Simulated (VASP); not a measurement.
# W (Im-3m) in VASP: elastic constants with LDA

Aim: the elastic constants of W with LDA.

All numbers are computed with VASP 6.6.1; they aren't measurements. Logs are shortened: lines on timing, memory, paths and dates and some standing lists are left out, and cuts for length are marked.

**1. Starting point**

The structure is cubic, space group Im-3m (No. 229). The conventional cell has a = 3.165 Å, b = 3.165 Å, c = 3.165 Å, α = 90.00°, β = 90.00°, γ = 90.00°. W (site symmetry m-3m) has 8 W at 2.74 Å as nearest neighbours.

**2. Elastic constants, LDA**

The input, POSCAR:

```
W
1.0
   -1.5823450000      1.5823450000      1.5823450000
    1.5823450000     -1.5823450000      1.5823450000
    1.5823450000      1.5823450000     -1.5823450000
W
1
Direct
    0.0000000000      0.0000000000      0.0000000000
```

The input, INCAR.step1:

```
SYSTEM = W
PREC     = Accurate       ! precision mode
ENCUT    = 600            ! plane-wave cutoff, eV
EDIFF    = 1E-8           ! SCF threshold, eV
ISMEAR   = 0              ! smearing method
SIGMA    = 0.1            ! smearing width, eV
LREAL    = .FALSE.        ! projectors in reciprocal space
LASPH    = .TRUE.         ! aspherical terms in the spheres
NELM     = 80             ! most SCF steps
ALGO     = Fast           ! electronic algorithm
ISIF     = 3              ! what is computed and relaxed
LWAVE    = .FALSE.        ! write WAVECAR
LCHARG   = .FALSE.        ! write CHGCAR
GGA      = CA             ! functional
IBRION   = 2              ! ionic algorithm
NSW      = 40             ! ionic steps
EDIFFG   = -0.002         ! ionic threshold
```

The input, INCAR.step2:

```
SYSTEM = W
PREC     = Accurate       ! precision mode
ENCUT    = 600            ! plane-wave cutoff, eV
EDIFF    = 1E-8           ! SCF threshold, eV
ISMEAR   = 0              ! smearing method
SIGMA    = 0.1            ! smearing width, eV
LREAL    = .FALSE.        ! projectors in reciprocal space
LASPH    = .TRUE.         ! aspherical terms in the spheres
NELM     = 80             ! most SCF steps
ALGO     = Fast           ! electronic algorithm
ISIF     = 3              ! what is computed and relaxed
LWAVE    = .FALSE.        ! write WAVECAR
LCHARG   = .FALSE.        ! write CHGCAR
GGA      = CA             ! functional
IBRION   = 6              ! ionic algorithm
NFREE    = 2            
POTIM    = 0.015          ! step
NSW      = 1              ! ionic steps
```

The input, KPOINTS:

```
regular mesh
0
G
  18 18 18
  0 0 0
```

Potentials or basis: VASP PAW LDA potentials, release 64 (W_sv).

Launch:

```bash
> cat potpaw_LDA.64/W_sv/POTCAR > POTCAR
> cp INCAR.step1 INCAR
> mpirun -np 1 vasp_std > vasp.out
> cp CONTCAR POSCAR
> cp INCAR.step2 INCAR
> mpirun -np 1 vasp_std > vasp.out
```

OUTCAR:

```text
SYSTEM = W
   PREC = Accurate
   ENCUT = 600
   EDIFF = 1E-8
   ISMEAR = 0
   LREAL = .FALSE.
   LASPH = .TRUE.
   NELM = 80
   ISIF = 3
   GGA = CA
   IBRION = 6
   NFREE = 2
   POTIM = 0.015
   NSW = 1

 ion  position               nearest neighbor table
   1  0.000  0.000  0.000-

  LATTYP: Found a body centered cubic cell.
 ALAT       =     3.1421135415

  Lattice vectors:

 A1 = (  -1.5710567707,   1.5710567707,   1.5710567707)
 A2 = (   1.5710567707,  -1.5710567707,   1.5710567707)
 A3 = (   1.5710567707,   1.5710567707,  -1.5710567707)

Analysis of symmetry for initial positions (statically):
=====================================================================
 Subroutine PRICEL returns:
 Original cell was already a primitive cell.

 Routine SETGRP: Setting up the symmetry group for a
 body centered cubic supercell.

 Subroutine GETGRP returns: Found 48 space group operations
 (whereof 48 operations were pure point group operations)
 out of a pool of 48 trial point group operations.

The static configuration has the point symmetry O_h .

Analysis of symmetry for dynamics (positions and initial velocities):
=====================================================================
 Subroutine PRICEL returns:
 Original cell was already a primitive cell.

 Routine SETGRP: Setting up the symmetry group for a
 body centered cubic supercell.

 Subroutine GETGRP returns: Found 48 space group operations
 (whereof 48 operations were pure point group operations)
 out of a pool of 48 trial point group operations.

The dynamic configuration has the point symmetry O_h .

 Subroutine INISYM returns: Found 48 space group operations
 (whereof 48 operations are pure point group operations),
 and found     1 'primitive' translations

----------------------------------------------------------------------------------------

                                     Primitive cell

  volume of cell :      15.5109

  direct lattice vectors                    reciprocal lattice vectors
    -1.571056771  1.571056771  1.571056771     0.000000000  0.318257118  0.318257118
     1.571056771 -1.571056771  1.571056771     0.318257118  0.000000000  0.318257118
     1.571056771  1.571056771 -1.571056771     0.318257118  0.318257118  0.000000000

  length of vectors
     2.721150149  2.721150149  2.721150149     0.450083533  0.450083533  0.450083533

  position of ions in fractional coordinates (direct lattice)
     0.000000000  0.000000000  0.000000000

  ion indices of the primitive-cell ions
   primitive index   ion index
                 1           1

----------------------------------------------------------------------------------------

 KPOINTS: regular mesh

Automatic generation of k-mesh.
 Grid dimensions read from file:
 generate k-points for:   18   18   18

 Generating k-lattice:

  Cartesian coordinates                     Fractional coordinates (reciprocal lattice)
     0.000000000  0.017680951  0.017680951     0.055555556  0.000000000  0.000000000
     0.017680951  0.000000000  0.017680951     0.000000000  0.055555556  0.000000000
     0.017680951  0.017680951  0.000000000     0.000000000  0.000000000  0.055555556

  Length of vectors
     0.025004641  0.025004641  0.025004641

  Shift w.r.t. Gamma in fractional coordinates (k-lattice)
     0.000000000  0.000000000  0.000000000

 Subroutine IBZKPT returns following result:
 ===========================================

 Found    195 irreducible k-points:

 Following reciprocal coordinates:
            Coordinates               Weight
  0.000000  0.000000  0.000000      1.000000
[... 66 lines left out ...]
   LORBIT       =      0    0 simple, 1 ext, 2 COOP (PROOUT), +10 PAW based schemes
   GGA     = CA    functional components
   LHFCALC =     F    Hartree Fock is set to
   AEXX    =    0.0000 exact exchange contribution
   IVDW    =     0    specifies the selected vdW correction
   LEPSILON=     F    determine dielectric tensor
   LRPA    =     F    only Hartree local field effects (RPA)
 finite differences with symmetry
 non-spin polarized calculation
 RMM-DIIS sequential band-by-band and
 Gauss-broadening in eV      SIGMA  =   0.10
  energy-cutoff  :      600.00
  volume of cell :       15.51
 maximum number of plane-waves:       537
 NGX is ok and might be reduce to    24
   NGX = 11   NGY = 11   NGZ = 11

--------------------------------------- Ionic step        1  -------------------------------------------

 number of electron      14.0000000 magnetization

 Free energy of the ion-electron system (eV)
  ---------------------------------------------------
  ext. energy  EPLUGINS =         0.00000000
  ---------------------------------------------------
  free energy    TOTEN  =       -14.10142945 eV

  energy without entropy =      -14.09772840  energy(sigma->0) =      -14.09957892

------------------------ aborting loop because EDIFF is reached ----------------------------------------

  FORCE on cell =-STRESS in cart. coord.  units (eV):
  Direction    XX          YY          ZZ          XY          YZ          ZX
  --------------------------------------------------------------------------------------
  -------------------------------------------------------------------------------------
  Total        0.0003404      0.0003404      0.0003404      0.0000000      0.0000000     -0.0000000
  in kB        0.0351593      0.0351593      0.0351593      0.0000000      0.0000000     -0.0000000
  external PRESSURE =       0.0351593 kB  Pullay stress =       0.0000000 kB
[... 86 lines left out ...]
  FREE ENERGIE OF THE ION-ELECTRON SYSTEM (eV)
  ---------------------------------------------------
  free  energy   TOTEN  =       -14.0955021765 eV

  energy  without entropy=      -14.0919889089  energy(sigma->0) =      -14.09374554

[... ionic steps 4 to 12 ...]

--------------------------------------- Ionic step       13  -------------------------------------------

 number of electron      14.0000000 magnetization

------------------------ aborting loop because EDIFF is reached ----------------------------------------
[... 65 lines left out ...]
--------------------------------------- Ionic step       15  -------------------------------------------

 number of electron      14.0000000 magnetization

 Free energy of the ion-electron system (eV)
  ---------------------------------------------------
  ext. energy  EPLUGINS =         0.00000000
  ---------------------------------------------------
  free energy    TOTEN  =       -14.10142935 eV

  energy without entropy =      -14.09772827  energy(sigma->0) =      -14.09957881

 E-fermi :  11.6238     XC(G=0): -13.9522

 val. band max:       11.6010611746   @ k =  -0.4444   0.4444   0.2778
 cond. band min:      11.6251428705   @ k =  -0.2778   0.3333   0.2222
 fundamental gap:      0.0240816959
 Fermi energy:        11.6237541937

 k-point     1 :       0.0000    0.0000    0.0000
  band No.  band energies     occupation
      1     -62.0853      2.00000
      2     -25.8586      2.00000
      3     -25.8586      2.00000
      4     -25.8586      2.00000
      5       1.9750      2.00000
      6      10.3384      2.00000
      7      10.3384      2.00000
      8      10.3384      2.00000
      9      13.8753      0.00000
     10      13.8753      0.00000
     11      26.2620      0.00000
[... 309 lines left out ...]
 k-point    24 :       0.3889    0.1111    0.0000
  band No.  band energies     occupation
      1     -61.9328      2.00000
      2     -27.1787      2.00000
      3     -26.3531      2.00000
      4     -25.9298      2.00000
      5       5.6978      2.00000
      6       8.1107      2.00000
      7      11.1746      2.00000
      8      13.6710      0.00000
      9      15.0418      0.00000
     10      18.2674      0.00000
     11      22.8858      0.00000

 [... further k-points ...]
[... 5 lines left out ...]
  --------------------------------------------------------------------------------------
  -------------------------------------------------------------------------------------
  Total        0.0011353      0.0011353      0.0011353      0.0000000     -0.0000000      0.0000000
  in kB        0.1172740      0.1172740      0.1172740      0.0000000     -0.0000000      0.0000000
  external PRESSURE =       0.1172740 kB  Pullay stress =       0.0000000 kB
[... 16 lines left out ...]
  FREE ENERGIE OF THE ION-ELECTRON SYSTEM (eV)
  ---------------------------------------------------
  free  energy   TOTEN  =       -14.1014293489 eV

  energy  without entropy=      -14.0977282671  energy(sigma->0) =      -14.09957881

 INTERNAL STRAIN TENSORS FROM STRAINED CELLS
 ============================================

 INTERNAL STRAIN TENSOR FOR ION    1 for displacements in x,y,z  (eV/Angst):
          X           Y           Z          XY          YZ          ZX
  --------------------------------------------------------------------------------
  x    -0.00000    -0.00000     0.00000     0.00000     0.00000    -0.00000
  y    -0.00000     0.00000    -0.00000     0.00000     0.00000     0.00000
  z     0.00000    -0.00000    -0.00000    -0.00000     0.00000     0.00000

 INTERNAL STRAIN TENSORS FROM DISPLACED ATOMS
 ============================================

 INTERNAL STRAIN TENSOR FOR ION    1 for displacements in x,y,z  (eV/Angst):
          X           Y           Z          XY          YZ          ZX
  --------------------------------------------------------------------------------
  x     0.00000     0.00000     0.00000     0.00000     0.00000     0.00000
  y     0.00000     0.00000     0.00000     0.00000     0.00000     0.00000
  z     0.00000     0.00000     0.00000     0.00000     0.00000     0.00000

 Eigenvectors and eigenvalues of the dynamical matrix
 ----------------------------------------------------

   1 f/i=    0.000000 THz     0.000000 2PiTHz    0.000000 cm-1     0.000000 meV
             X         Y         Z           dx          dy          dz
      0.000000  0.000000  0.000000     0.813733   -0.581238    0.000000

   2 f/i=    0.000000 THz     0.000000 2PiTHz    0.000000 cm-1     0.000000 meV
             X         Y         Z           dx          dy          dz
      0.000000  0.000000  0.000000    -0.581238   -0.813733    0.000000

   3 f/i=    0.000000 THz     0.000000 2PiTHz    0.000000 cm-1     0.000000 meV
             X         Y         Z           dx          dy          dz
      0.000000  0.000000  0.000000     0.000000    0.000000    1.000000

--------------------------------------------------------------------------------------------------------

 ELASTIC MODULI CONTR FROM IONIC RELAXATION (kBar)
 Direction    XX          YY          ZZ          XY          YZ          ZX
 --------------------------------------------------------------------------------
 XX           0.0000      0.0000      0.0000      0.0000      0.0000      0.0000
 YY           0.0000      0.0000      0.0000      0.0000      0.0000      0.0000
 ZZ           0.0000      0.0000      0.0000      0.0000      0.0000      0.0000
 XY           0.0000      0.0000      0.0000      0.0000      0.0000      0.0000
 YZ           0.0000      0.0000      0.0000      0.0000      0.0000      0.0000
 ZX           0.0000      0.0000      0.0000      0.0000      0.0000      0.0000
 --------------------------------------------------------------------------------

 TOTAL ELASTIC MODULI (kBar)
 Direction    XX          YY          ZZ          XY          YZ          ZX
 --------------------------------------------------------------------------------
 XX        5324.9678   2379.9864   2379.9864     -0.0000      0.0000     -0.0000
 YY        2379.9864   5324.9678   2379.9864      0.0000     -0.0000      0.0000
 ZZ        2379.9864   2379.9864   5324.9678      0.0000      0.0000      0.0000
 XY          -0.0000      0.0000      0.0000   1403.7705      0.0000      0.0000
 YZ           0.0000     -0.0000      0.0000      0.0000   1403.7705      0.0000
 ZX          -0.0000      0.0000      0.0000      0.0000      0.0000   1403.7705
 --------------------------------------------------------------------------------
```

Wall time 17 min (1 thread of Intel Xeon Platinum 8488C (Sapphire Rapids), shared host); peak memory 0.67 GiB.

What came out:

* Relaxed volume: 15.51 Å³/atom
* Relaxed cell: a = 2.721 Å, b = 2.721 Å, c = 2.721 Å, α = 109.47°, β = 109.47°, γ = 109.47°
* Space group after relaxing (to 0.05 Å): Im-3m (No. 229)
* Elastic constants C11, C12, C44: 532, 238, 140 GPa
* Voigt bulk modulus: 336 GPa

Step by step:
```
step  energy change (eV)  largest force (eV/Å)  pressure (GPa)  volume (Å³)
   1              0.0000                0.0000           -6.92        15.85
   2              0.1001                0.0000           31.18        14.33
   3             -0.0074                0.0000           -0.25        15.52
   4             -0.0074                0.0000           -0.02        15.51
   5             -0.0074                0.0000            0.12        15.51
   6             -0.0074                0.0000           -0.36        15.53
   7             -0.0074                0.0000            0.00        15.51
```

Final structure:
```
CELL_PARAMETERS angstrom
-1.57106 1.57106 1.57106
1.57106 -1.57106 1.57106
1.57106 1.57106 -1.57106
ATOMIC_POSITIONS crystal
W 0.00000 0.00000 0.00000
```

Elastic tensor in Voigt notation (GPa, in the Cartesian axes of the cell as first typed):
```
532 238 238   0   0   0
238 532 238   0   0   0
238 238 532   0   0   0
  0   0   0 140   0   0
  0   0   0   0 140   0
  0   0   0   0   0 140
```

Clamped-ion elastic tensor (GPa):
```
532 238 238   0   0   0
238 532 238   0   0   0
238 238 532   0   0   0
  0   0   0 140   0   0
  0   0   0   0 140   0
  0   0   0   0   0 140
```
